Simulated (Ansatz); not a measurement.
System: fluorite SrF2. Method: PBE (Ansatz, a quantum-chemistry and plane-wave program, PAW).

Numerical settings: plane-wave cutoff 520 eV, 10×10×10 k mesh, Fermi–Dirac smearing 0.01 eV, scalar-relativistic PAW data made under PBE.

The volume scan:

| V (Å³/atom) | E − E_lowest (meV/atom) | P (GPa) |
|---|---|---|
| 15.741 | 13.64 | 4.61 |
| 16.076 | 5.83 | 2.90 |
| 16.411 | 1.40 | 1.37 |
| 16.746 | 0.00 | 0.00 |
| 17.081 | 1.30 | -1.22 |
| 17.416 | 5.02 | -2.32 |
| 17.751 | 10.90 | -3.29 |

Problem. Estimate the bulk modulus from the pressures at 16.411 and 17.081 Å³/atom, and compare it with a fit to all energies.

Solution. B = −V dP/dV. Between V = 16.411 and 17.081 Å³/atom, dP/dV = (-1.22 − (1.37))/(17.081 − 16.411) = -3.87 GPa per Å³/atom; at the midpoint 16.746 Å³/atom this gives B ≈ 64.7 GPa. The third-order Birch–Murnaghan fit gives V0 = 16.746 Å³/atom, B0 = 64.6 GPa, B′ = 4.6, which lies within 1 % of that estimate.

Measured, for comparison: bulk modulus 69 GPa (temperature not stated, no zero-point or thermal correction; as tabulated in On the Morphology of Group II Metal Fluoride Nanocrystals at Finite Temperature …). Computed less measured: bulk modulus -6 %.

The computed numbers hold no vibrational or temperature effects.
